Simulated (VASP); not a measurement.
A run of VASP 6.6.1:

The input INCAR:

```
SYSTEM = CdO
  PREC = Accurate
  ENCUT = 520
  EDIFF = 1E-7
  ISMEAR = 0
  SIGMA = 0.02
  LREAL = .False.
  LASPH = .True.
  NELM = 80
  ALGO = Normal
  ISIF = 3
  LWAVE = .False.
  LCHARG = .False.
  GGA = PS
  IBRION = 2
  NSW = 80
  EDIFFG = -0.002
  KPAR = 4
```

KPOINTS

```
regular mesh
0
Gamma
  12 12 12
  0 0 0
```

POSCAR

```
CdO
1.0
    0.0000000000      2.3495000000      2.3495000000
    2.3495000000      0.0000000000      2.3495000000
    2.3495000000      2.3495000000      0.0000000000
Cd O
1 1
Direct
    0.0000000000      0.0000000000      0.0000000000
    0.5000000000      0.5000000000      0.5000000000
```

Potentials or basis: VASP PAW PBE potentials, release 64 (Cd, O).

Run with:

```sh
$ cat potpaw_PBE.64/Cd/POTCAR potpaw_PBE.64/O/POTCAR > POTCAR
$ mpirun -np 4 vasp_std > vasp.out
```

Hardware: 4 MPI ranks on Intel(R) Xeon(R) 6975P-C (Granite Rapids) (shared host).

Q: Estimate the wall time of this run.

A: Run time: 9.5 s on 4 MPI ranks on Intel(R) Xeon(R) 6975P-C (Granite Rapids) (shared host), peak memory 0.17 GiB a rank. Counts: scf iterations 27, k points 72, ion steps 3.
